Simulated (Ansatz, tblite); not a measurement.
In₂O₃: GFN2-xTB, run from Python

These are simulated results from tblite 0.8.0, not measurements. The cell was built from a prototype and was relaxed with r2SCAN in plane waves (Ansatz 0.2.0). Not every such cell is a known phase. All runs are without spin polarisation.

It is trigonal, R-3c (No. 167); a = 5.508 Å, c = 14.563 Å in the conventional setting, 12.75 Å³ an atom. In has 6 O at 2.13–2.26 Å; O has 4 In at 2.13–2.26 Å.

tblite solves periodic systems at the zone centre alone, so the script builds a cluster of 2×2×1 conventional cells (120 atoms), which folds in a coarse mesh of k points.

run.py reads:

```python
import json
from ase import Atoms
from ase.build import make_supercell
from ase.units import Bohr, GPa, Hartree
from tblite.interface import Calculator

atoms = Atoms(['In', 'In', 'In', 'In', 'O', 'O', 'O', 'O', 'O', 'O'],
              cell=[[2.753821, 1.589919, 4.85434], [-2.753821, 1.589919, 4.85434], [-0.0, -3.179839, 4.85434]],
              scaled_positions=[[0.85704, 0.85704, 0.85704], [0.35704, 0.35704, 0.35704], [0.14296, 0.14296, 0.14296], [0.64296, 0.64296, 0.64296], [0.453386, 0.046614, 0.75], [0.046614, 0.75, 0.453386], [0.546614, 0.953386, 0.25], [0.25, 0.546614, 0.953386], [0.953386, 0.25, 0.546614], [0.75, 0.453386, 0.046614]],
              pbc=True)
cluster = make_supercell(atoms, [[2, -2, 0], [0, 2, -2], [1, 1, 1]])
calc = Calculator('GFN2-xTB', cluster.numbers, cluster.positions / Bohr, lattice=cluster.cell[:] / Bohr, periodic=cluster.pbc)
calc.set('temperature', 0.02 / Hartree)
calc.set('max-iter', 150)
res = calc.singlepoint()
levels = res.get('orbital-energies') * Hartree
nv = round(res.get('orbital-occupations').sum() / 2)
cells = len(cluster) // len(atoms)
out = {'energy_per_cell': res.get('energy') * Hartree / cells, 'homo': levels[nv - 1], 'lumo': levels[nv],
       'stress': (-res.get('virial') * Hartree / cluster.get_volume() / GPa).tolist(), 'charges': res.get('charges')[:len(atoms)].tolist(), 'electrons': 2 * nv / cells}
json.dump(out, open('results.json', 'w'))
for key, value in out.items():
    print(key, value)
```

Command: `python run.py`. It took 13 s on 1 thread of Arm Neoverse V2, on a shared host, peak memory 0.16 GiB.

What it printed:

```
------------------------------------------------------------
  cycle        total energy    energy error   density error
------------------------------------------------------------
      1     -330.3754060761  -3.3072901E+02   4.3974665E-01
      2     -342.5908900225  -1.2215484E+01   2.1501022E-01
      3     -350.5662670042  -7.9753770E+00   1.6099806E-01
      4     -355.3377550606  -4.7714881E+00   5.5678166E-02
      5     -355.6283258671  -2.9057081E-01   1.4829758E-02
      6     -355.6383073760  -9.9815089E-03   8.3013050E-03
      7     -355.6352948513   3.0125247E-03   7.6537142E-03
      8     -355.6370282009  -1.7333496E-03   4.6507251E-03
      9     -355.6378173416  -7.8914073E-04   4.2709103E-03
     10     -355.6395625662  -1.7452246E-03   2.8102507E-03
     11     -355.6395623071   2.5915926E-07   2.4460889E-03
     12     -355.6399351968  -3.7288977E-04   1.7006908E-03
     13     -355.6404978540  -5.6265712E-04   8.5728595E-04
     14     -355.6405172727  -1.9418696E-05   1.4642805E-04
     15     -355.6405168836   3.8903227E-07   1.4650191E-04
     16     -355.6405168463   3.7331006E-08   1.6112723E-04
     17     -355.6405169552  -1.0892802E-07   1.5906043E-04
     18     -355.6405172811  -3.2584859E-07   1.3270804E-04
     19     -355.6405175295  -2.4839187E-07   1.0928604E-04
     20     -355.6405174305   9.8953137E-08   1.0502739E-04
     21     -355.6405174632  -3.2720266E-08   1.1600424E-04
     22     -355.6405176203  -1.5703597E-07   8.2569038E-05
     23     -355.6405177578  -1.3751333E-07   2.6480518E-05
     24     -355.6405177748  -1.7060643E-08   1.5970372E-05
------------------------------------------------------------

 total:                                  12.720 sec
energy_per_cell -806.4559512564136
homo -13.93149748403859
lumo -13.869325197235668
stress [[-5.457437013539942, -8.261220329371333e-05, 1.933370765580042e-05], [-8.261220329367751e-05, -5.457549178932049, -2.638294078638268e-06], [1.933370765577473e-05, -2.6382940788213934e-06, -4.722405706395336]]
charges [0.46099342849410074, 0.46102011835025375, 0.46099366579368145, 0.46101971479410936, -0.30735031860299755, -0.30735058115803326, -0.3073466402378464, -0.3073501732882098, -0.30734488868591603, -0.3073410158501073]
electrons 48.0
```

The cycle table is in hartree for the whole cluster, and the lines after it are in eV (the energy for one cell). The printed stress is in GPa and positive in compression, and the pressure is its mean diagonal.

GFN2-xTB gives a gap of 0.06 eV. On the same cell, plane-wave PBE (Ansatz, 6×6×6 k points and the special points) gives a gap of 1.22 eV and r2SCAN a gap of 1.80 eV; on shared hosts these took about 13 and 29 core-seconds on the 10-atom cell, against 13 for the script. Semilocal gaps usually lie below measured ones. This method closes a gap that PBE finds, a failure in kind.

The same script was run on cells scaled at fixed shape and fractional coordinates:

```csv
volume (Å³/atom),energy (meV/atom),"pressure (GPa, positive in compression)",gap (eV)
11.22,6.4,8.58,0.55
11.99,-13.6,0.22,0.28
12.75,0.0,-5.21,0.06
13.52,35.7,-9.44,0.00
14.28,88.5,-12.60,0.00
```

A Birch-Murnaghan fit puts the minimum at 12.02 Å³/atom, 5.7 % below the given cell, with a bulk modulus of 106 GPa at fixed shape.

xTB was fitted mostly to molecules, and a small cluster samples few k points, so gaps, pressures and kinks along a curve can be far from a solid's.

Spin-orbit coupling is left out, which matters wherever the heavy atoms make up the band edges.
